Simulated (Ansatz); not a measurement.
Hf-177 nuclear quadrupole resonance in HfSiO4 at a changed volume

Cell: a COD entry, relaxed with PBE at fixed cell and then changed (volume scaled by 1.06).

```
Hf Si O
1.0
    -3.35070    3.35070    3.04008
     3.35070   -3.35070    3.04008
     3.35070    3.35070   -3.04008
Hf Si O
2 2 8
Direct
  0.75000 0.25000 0.50000
  0.00000 0.00000 0.00000
  0.25000 0.75000 0.50000
  0.50000 0.50000 0.00000
  0.13400 0.31928 0.81472
  0.06928 0.75456 0.68528
  0.50456 0.31928 0.18528
  0.06928 0.38400 0.31472
  0.61600 0.93072 0.68528
  0.68072 0.86600 0.18528
  0.24544 0.93072 0.31472
  0.68072 0.49544 0.81472
```

Sites (sets of like atoms) are named by element and the number of their first atom in this list.

The numbers come from a DFT calculation in Ansatz (PBE, plane waves and PAW (field gradients read without the response of the frozen cores, which leaves them typically 4 to 6 % off), scalar-relativistic, 420 eV cutoff, Γ-centred 5×5×5 k-points, Fermi–Dirac smearing 0.02 eV).

Hf-177: I = 7/2, Q = 3365 mb (year-2017 value). Static lattice, zero field.

**Question.** The simulated lines lie at 68.7, 137.3, 206.0 MHz. What are |C_Q|, η and |V_zz| at Hf?

**Answer.** For I = 7/2 and η = 0 the lines are |C_Q|/14 times 1, 2 and 3; η shifts the lowest up most. Here |C_Q| = 961 MHz, η = 0.00 and |V_zz| = 11.82 × 10²¹ V/m². The calculation gives V_zz positive; the lines don't show the sign. The site has 8 O at 2.15–2.30 Å.

An axis of threefold or higher order runs through Hf, so V_zz lies along it and η is zero.

Without spin–orbit coupling the gradients at and beside Hf can be off by some per cent, at some sites by more. At this changed cell the PBE pressure is -7 GPa. The atoms aren't relaxed in the changed cell (largest force 0.4 eV/Å).

Hardware: 1 thread of AMD EPYC 9R45 (Zen 5) (x86_64; 16 cores open to the job, memory cap 3.0 GiB, no GPU), a shared host with a load of 0.2 a core. Wall time 3.8 s, CPU time 3.7 s, peak memory 0.55 GiB.
